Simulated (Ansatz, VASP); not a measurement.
**Au in VASP and in Ansatz**

```
Au
1.0
     0.00000    2.05919    2.05919
     2.05919    0.00000    2.05919
     2.05919    2.05919    0.00000
Au
1
Direct
  0.00000 0.00000 0.00000
```

Alike in both runs: task single point; functional LDA; k mesh 22 × 22 × 22; occupations gaussian, width 0.05 eV; no spin polarisation.

```csv
,VASP,Ansatz
version,VASP 6.6.1,Ansatz 0.2.0
potentials or method,"VASP PAW LDA potentials, release 64 (Au)","scalar-relativistic, plane waves, PAW"
plane-wave cutoff (eV),520,450
valence electrons in the cell,11,19
```

```tsv
	VASP	Ansatz	Ansatz less VASP
gap on the k mesh at the Fermi level (eV)	none	none	-
pressure (GPa)	-8.2	-8.6	-0.46
```

A gap of «none» marks a metal or a gap that the smearing closes. The two sets of potentials don't hold the same shells in valence.

Spin-orbit coupling is left out, which matters for the levels of Au.
